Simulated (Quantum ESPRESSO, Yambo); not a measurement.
## GaAs (F-43m): G0W0 in Yambo against the bands

Wanted: the cheapest bands that holds the gap of GaAs (F-43m).

Calculated with Yambo 5.3.0; PBE and many-body steps on it, plane waves.

## Step 1: Set-up

It takes space group F-43m (No. 216, cubic). Conventional cell: a = 5.654 Å, b = 5.654 Å, c = 5.654 Å, α = 90.00°, β = 90.00°, γ = 90.00°. Nearest to Ga lie 4 As at 2.45 Å. Nearest to As lie 4 Ga at 2.45 Å. Farther neighbours are not listed.

Structure file:

```cif
data_structure
_symmetry_space_group_name_H-M 'F-43m'
_symmetry_Int_Tables_number 216
_cell_length_a 5.6537
_cell_length_b 5.6537
_cell_length_c 5.6537
_cell_angle_alpha 90.000
_cell_angle_beta 90.000
_cell_angle_gamma 90.000
_cell_volume 180.72
loop_
_atom_site_label
_atom_site_type_symbol
_atom_site_symmetry_multiplicity
_atom_site_Wyckoff_symbol
_atom_site_fract_x
_atom_site_fract_y
_atom_site_fract_z
_atom_site_occupancy
Ga1 Ga 4 a 0.00000 0.00000 0.00000 1
As1 As 4 d 0.25000 0.25000 0.75000 1
```

The cell and positions come from the Crystallography Open Database and are kept as given unless a step says otherwise.

## Step 2: 45 bands

This step: Yambo 5.3.0; G0W0 on PBE, plane waves, norm-conserving pseudopotentials.

G0W0 replaces the xc potential by the self-energy, built once from these orbitals. Only a window of levels is corrected, while the sums run over the empty bands that the input names.

Input file gw1.in:

```
HF_and_locXC
gw0
dyson
ppa
em1d
rim_cut
RandQpts= 1000000
RandGvec= 1 RL
EXXRLvcs= 104 Ry
VXCRLvcs= 416 Ry
Chimod= "HARTREE"
% BndsRnXp
 1 | 45 |
%
NGsBlkXp= 15.5 Ry
% LongDrXp
 1 | 1 | 1 |
%
% GbndRnge
 1 | 45 |
%
DysSolver= "n"
ExtendOut
PPAPntXp= 27.21138 eV
% QPkrange
 1 | 1 | 21 | 24 |
%
```

Launch:

```
$ OMP_NUM_THREADS=1 mpirun -n 4 yambo -F gw1.in -J gw1 -C gw1 > gw1.log
```

What it wrote:

```text
 Yambo, version 5.3.0

 [02] CORE Variables Setup
 =========================

  [... cell, symmetries and grids as in the set-up ...]

  [02.05] Energies & Occupations
  ==============================

  [X] === General ===
  [X] Electronic Temperature                        :  0.000000  0.000000 [eV K]
  [X] Bosonic    Temperature                        :  0.000000  0.000000 [eV K]
  [X] Finite Temperature mode                       : no
  [X] El. density                                   :  0.97390E+24 [cm-3]
  [X] Fermi Level                                   :  9.827511 [eV]

  [X] === Gaps and Widths ===
  [X] Conduction Band Min                           :  0.518057 [eV]
  [X] Valence Band Max                              :  0.000000 [eV]
  [X] Filled Bands                                  :  22
  [X] Empty Bands                                   :    23   427
  [X] Direct Gap                                    :  0.518057 [eV]
  [X] Direct Gap localized at k                     :  1
  [X] Indirect Gap                                  :  0.518057 [eV]
  [X] Indirect Gap between kpts                     :  1  1
  [X] Last valence band width                       :  3.339194 [eV]
  [X] 1st conduction band width                     :  4.106600 [eV]

 [03] Transferred momenta grid and indexing
 ==========================================

 IBZ Q-points                                      :   8
 BZ  Q-points                                      :   64

 K/Q-points units:
 rlu = crystal or reduced units; cc = cartesian coordinates; iku = interal k-units

 Q [1]          [rlu]:  0.000000  0.000000  0.000000
 Q [2]          [rlu]: -0.91587E-18 -0.91587E-18  0.25000
 Q [3]          [rlu]:  0.18317E-17  0.18317E-17 -0.50000
 Q [4]          [rlu]: -0.26116E-17  0.25000      0.25000
 Q [5]          [rlu]:  0.71282E-16  0.25000      0.50000
 Q [6]          [rlu]:  0.18317E-17  0.25000     -0.25000
 Q [7]          [rlu]:  0.52231E-17 -0.50000     -0.50000
 Q [8]          [rlu]:  0.250000 -0.500000 -0.250000

 [04] Coloumb potential Random Integration (RIM)
 ===============================================

  [04.01] RIM initialization
  ==========================

  * Diagonal components only detected *

  8 x (sBL volume)        :  0.101699 [a.u.]
  sBZ random points       :  1000000
  Points outside the sBZ  :   7987327
  RL volume               :  0.813588 [a.u.]
  Integrated volume       :  0.814879 [a.u.]

  [04.02] RIM integrals
  =====================

  Gamma point sphere radius             :  0.084669 [a.u.]
  Points outside the sphere             :   799513
  [Int_sBZ(q=0) 1/q^2]*(Vol_sBZ)^(-1/3) =:  7.764325
                                 should be <:  7.795600

  Summary of Coulomb integrals for non-metallic bands |Q|[au] RIM/Bare

  Q [1] 0.100000E-4 0.995988 * Q [2] 0.254653 1.066317
  Q [4] 0.294048 1.065091 * Q [6] 0.415847 1.027759
  Q [5] 0.487623 1.020584 * Q [3] 0.509306 1.018268
  Q [7] 0.588096 1.014689 * Q [8] 0.657511 1.011648

 [WARNING] [Xp] User bands 1-45 break level degeneracy

 [05] Dipoles
 ============

  [05.01] Setup: observables and procedures
  =========================================

 [06] Dynamic Dielectric Matrix (PPA)
 ====================================

 [WR./gw1//ndb.pp]---------------------------------------------------------------
  Brillouin Zone Q/K grids (IBZ/BZ)                :    8   64    8   64
  RL vectors                                       :   6567 [WF]
  Coulomb cutoff potential                         : none
  Electronic Temperature                           :  0.000000 [K]
  Bosonic    Temperature                           :  0.000000 [K]
  PPA    diel. fun.  energies                      : Perdew, Burke & Ernzerhof(X)+Perdew, Burke & Ernzerhof(C)
  wavefunctions                                    : Perdew, Burke & Ernzerhof(X)+Perdew, Burke & Ernzerhof(C)
  Global Gauge                                     : length
  X matrix size                                    :   339
  X band range                                     :    1   45
  X e/h energy range                               : -1.000000 -1.000000 [eV]
  X Time ordering                                  : R
  X Hxc Kernel                                     : HARTREE
  X Drude frequency                                :  0.000000  0.000000
  X poles                                          :  100.0000 [o/o]
  RL vectors in the sum                            :   6567
  [r,Vnl] included                                 : yes
  Field direction                                  :  0.577350E-5  0.577350E-5  0.577350E-5
  BZ energy Double Grid                            : no
  BZ energy DbGd points                            : 0
  BZ Q point size factor                           : -1.000000
  X Optical Averaged directions                    : none

 [07] Local Exchange-Correlation + Non-Local Fock
 ================================================

 [VXC] Plane waves :   43655
 [EXS] Plane waves :   5601

 QP @ state[ 1 ] K range:  1  1
 QP @ state[ 1 ] b range:  21  24

 [xc] Functional : Perdew, Burke & Ernzerhof(X)+Perdew, Burke & Ernzerhof(C)
 [xc] LIBXC used to calculate xc functional
  PP Number of Atomic Species                      :  2
  NLCC RL compoments                               :   43655
  PP Number of Atomic Species                      :  2
  NLCC RL compoments                               :   43655

 [xc] E_xc :  -45.46123 [Ha]
      E_xc :  -90.92246 [Ry]

  Local XC kind (lXC) : Perdew, Burke & Ernzerhof(X)+Perdew, Burke & Ernzerhof(C)
  Non-Local XC kind (nlXC) : Hartree-Fock

  Corrections @ K [1] :  [eV]
 <21|nlXC|21> = -15.93725 -0.10102E-16 <21|lXC|21> = -14.36257 -0.94408E-15
 <22|nlXC|22> = -15.93713  0.39986E-17 <22|lXC|22> = -14.36257  0.18882E-15
 <23|nlXC|23> = -10.69830  0.28943E-17 <23|lXC|23> = -14.69845 -0.11801E-16
 <24|nlXC|24> = -7.088555  0.33380E-17 <24|lXC|24> = -11.53166  0.000000

 [08] Dyson equation: Newton solver
 ==================================

  [08.01] G0W0 (W PPA)
  ====================

  [  GW  ] Bands range     :    1   45
  [GW/PPA] G damping       :  0.100000 [eV]

  QP @ state[ 1 ] K range:  1  1
  QP @ state[ 1 ] b range:  21  24

   Sc/G bands                                       :    1   45
   Sc/G damping                                     :  0.100000 ev
   Sc bands terminator                              : no
   Sx RL components                                 :   5601

   QP @ state[ 1 ] K range                          :  1  1
   QP @ state[ 1 ] b range                          :  21  24
   GF energies kind                                 : Perdew, Burke & Ernzerhof(X)+Perdew, Burke & Ernzerhof(C)
   GF WF`s kind                                     : Perdew, Burke & Ernzerhof(X)+Perdew, Burke & Ernzerhof(C)
   Xs energies kind                                 : Perdew, Burke & Ernzerhof(X)+Perdew, Burke & Ernzerhof(C)
   Xs WF`s kind                                     : Perdew, Burke & Ernzerhof(X)+Perdew, Burke & Ernzerhof(C)

 [11] Game Over & Game summary
```

The job ended after 47 s (4 MPI ranks of Arm Neoverse V2, shared host; peak memory 2.1 GiB).

This step gave:

```
G0W0 gap on the points computed              : 1.231 eV
starting gap on the mesh                     : 0.5181 eV
k of the valence top                         : 0, 0, 0
k of the conduction bottom                   : 0, 0, 0
least direct G0W0 gap on the computed points : 1.231 eV
Z at the valence top                         : 0.7962
Z at the conduction bottom                   : 0.8005
```

The gap on the mesh goes from 0.52 eV to 1.23 eV, a correction of +0.71 eV.

## Step 3: 72 bands

Input file gw2.in:

```
HF_and_locXC
gw0
dyson
ppa
em1d
rim_cut
RandQpts= 1000000
RandGvec= 1 RL
EXXRLvcs= 104 Ry
VXCRLvcs= 416 Ry
Chimod= "HARTREE"
% BndsRnXp
 1 | 72 |
%
NGsBlkXp= 15.5 Ry
% LongDrXp
 1 | 1 | 1 |
%
% GbndRnge
 1 | 72 |
%
DysSolver= "n"
ExtendOut
PPAPntXp= 27.21138 eV
% QPkrange
 1 | 1 | 21 | 24 |
%
```

Launch:

```
$ OMP_NUM_THREADS=1 mpirun -n 4 yambo -F gw2.in -J gw2 -C gw2 > gw2.log
```

What it wrote:

```text
 Yambo, version 5.3.0

 [02] CORE Variables Setup
 =========================

  [... cell, symmetries and grids as in the set-up ...]

  [02.05] Energies & Occupations
  ==============================

  [X] === General ===
  [X] Electronic Temperature                        :  0.000000  0.000000 [eV K]
  [X] Bosonic    Temperature                        :  0.000000  0.000000 [eV K]
  [X] Finite Temperature mode                       : no
  [X] El. density                                   :  0.97390E+24 [cm-3]
  [X] Fermi Level                                   :  9.827511 [eV]

  [X] === Gaps and Widths ===
  [X] Conduction Band Min                           :  0.518057 [eV]
  [X] Valence Band Max                              :  0.000000 [eV]
  [X] Filled Bands                                  :  22
  [X] Empty Bands                                   :    23   427
  [X] Direct Gap                                    :  0.518057 [eV]
  [X] Direct Gap localized at k                     :  1
  [X] Indirect Gap                                  :  0.518057 [eV]
  [X] Indirect Gap between kpts                     :  1  1
  [X] Last valence band width                       :  3.339194 [eV]
  [X] 1st conduction band width                     :  4.106600 [eV]

 [03] Transferred momenta grid and indexing
 ==========================================

 IBZ Q-points                                      :   8
 BZ  Q-points                                      :   64

 K/Q-points units:
 rlu = crystal or reduced units; cc = cartesian coordinates; iku = interal k-units

 Q [1]          [rlu]:  0.000000  0.000000  0.000000
 Q [2]          [rlu]: -0.91587E-18 -0.91587E-18  0.25000
 Q [3]          [rlu]:  0.18317E-17  0.18317E-17 -0.50000
[...]
================================================

 [VXC] Plane waves :   43655
 [EXS] Plane waves :   5601

 QP @ state[ 1 ] K range:  1  1
 QP @ state[ 1 ] b range:  21  24

 [xc] Functional : Perdew, Burke & Ernzerhof(X)+Perdew, Burke & Ernzerhof(C)
 [xc] LIBXC used to calculate xc functional
  PP Number of Atomic Species                      :  2
  NLCC RL compoments                               :   43655
  PP Number of Atomic Species                      :  2
  NLCC RL compoments                               :   43655

 [xc] E_xc :  -45.46123 [Ha]
      E_xc :  -90.92246 [Ry]

  Local XC kind (lXC) : Perdew, Burke & Ernzerhof(X)+Perdew, Burke & Ernzerhof(C)
  Non-Local XC kind (nlXC) : Hartree-Fock

  Corrections @ K [1] :  [eV]
 <21|nlXC|21> = -15.93725 -0.10102E-16 <21|lXC|21> = -14.36257 -0.94408E-15
 <22|nlXC|22> = -15.93713  0.39986E-17 <22|lXC|22> = -14.36257  0.18882E-15
 <23|nlXC|23> = -10.69830  0.28943E-17 <23|lXC|23> = -14.69845 -0.11801E-16
 <24|nlXC|24> = -7.088555  0.33380E-17 <24|lXC|24> = -11.53166  0.000000

 [08] Dyson equation: Newton solver
 ==================================

  [08.01] G0W0 (W PPA)
  ====================

  [  GW  ] Bands range     :    1   72
  [GW/PPA] G damping       :  0.100000 [eV]

  QP @ state[ 1 ] K range:  1  1
  QP @ state[ 1 ] b range:  21  24

   Sc/G bands                                       :    1   72
   Sc/G damping                                     :  0.100000 ev
   Sc bands terminator                              : no
   Sx RL components                                 :   5601

   QP @ state[ 1 ] K range                          :  1  1
   QP @ state[ 1 ] b range                          :  21  24
   GF energies kind                                 : Perdew, Burke & Ernzerhof(X)+Perdew, Burke & Ernzerhof(C)
   GF WF`s kind                                     : Perdew, Burke & Ernzerhof(X)+Perdew, Burke & Ernzerhof(C)
   Xs energies kind                                 : Perdew, Burke & Ernzerhof(X)+Perdew, Burke & Ernzerhof(C)
   Xs WF`s kind                                     : Perdew, Burke & Ernzerhof(X)+Perdew, Burke & Ernzerhof(C)

 [11] Game Over & Game summary
```

Elapsed: 85 s, on 4 MPI ranks; peak memory 2.1 GiB.

Numbers from this step:

```
G0W0 gap on the points computed              : 1.209 eV
starting gap on the mesh                     : 0.5181 eV
k of the valence top                         : 0, 0, 0
k of the conduction bottom                   : 0, 0, 0
least direct G0W0 gap on the computed points : 1.209 eV
Z at the valence top                         : 0.7948
Z at the conduction bottom                   : 0.7988
```

Against the run before, the gap moves by −0.022 eV.

## Step 4: 124 bands

Input file gw3.in:

```
HF_and_locXC
gw0
dyson
ppa
em1d
rim_cut
RandQpts= 1000000
RandGvec= 1 RL
EXXRLvcs= 104 Ry
VXCRLvcs= 416 Ry
Chimod= "HARTREE"
% BndsRnXp
 1 | 124 |
%
NGsBlkXp= 15.5 Ry
% LongDrXp
 1 | 1 | 1 |
%
% GbndRnge
 1 | 124 |
%
DysSolver= "n"
ExtendOut
PPAPntXp= 27.21138 eV
% QPkrange
 1 | 1 | 21 | 24 |
%
```

Launch:

```
$ OMP_NUM_THREADS=1 mpirun -n 4 yambo -F gw3.in -J gw3 -C gw3 > gw3.log
```

What it wrote:

```text
 Yambo, version 5.3.0

 [02] CORE Variables Setup
 =========================

  [... cell, symmetries and grids as in the set-up ...]

  [02.05] Energies & Occupations
  ==============================

  [X] === General ===
  [X] Electronic Temperature                        :  0.000000  0.000000 [eV K]
  [X] Bosonic    Temperature                        :  0.000000  0.000000 [eV K]
  [X] Finite Temperature mode                       : no
  [X] El. density                                   :  0.97390E+24 [cm-3]
[...]
Sx RL components                                 :   5601

   QP @ state[ 1 ] K range                          :  1  1
   QP @ state[ 1 ] b range                          :  21  24
   GF energies kind                                 : Perdew, Burke & Ernzerhof(X)+Perdew, Burke & Ernzerhof(C)
   GF WF`s kind                                     : Perdew, Burke & Ernzerhof(X)+Perdew, Burke & Ernzerhof(C)
   Xs energies kind                                 : Perdew, Burke & Ernzerhof(X)+Perdew, Burke & Ernzerhof(C)
   Xs WF`s kind                                     : Perdew, Burke & Ernzerhof(X)+Perdew, Burke & Ernzerhof(C)

 [11] Game Over & Game summary
```

Wall time 2.6 min (4 MPI ranks); peak memory 2.1 GiB.

This step gave:

| Item | Value |
| --- | --- |
| G0W0 gap on the points computed | 1.176 eV |
| starting gap on the mesh | 0.5181 eV |
| k of the valence top | 0, 0, 0 |
| k of the conduction bottom | 0, 0, 0 |
| least direct G0W0 gap on the computed points | 1.176 eV |

Against the run before, the gap moves by −0.033 eV.

(Part 1 of 2 ends here.)

[Paths, hosts, dates, memory and timing lines, banners, echoed tables and standing remarks are left out of the program output.]

[Logs are printed without paths, hosts, clocks, repeated set-up lines and the standing remarks that a program may print on its own settings, such as how far it seeks lower states.]

[Runs of the session that timed out or met a known fault of the program may be left out.]

[Hosts, paths, dates, database ids (printed as entryN), source tags and the programs' standing remarks are cut or masked in the printed files.]
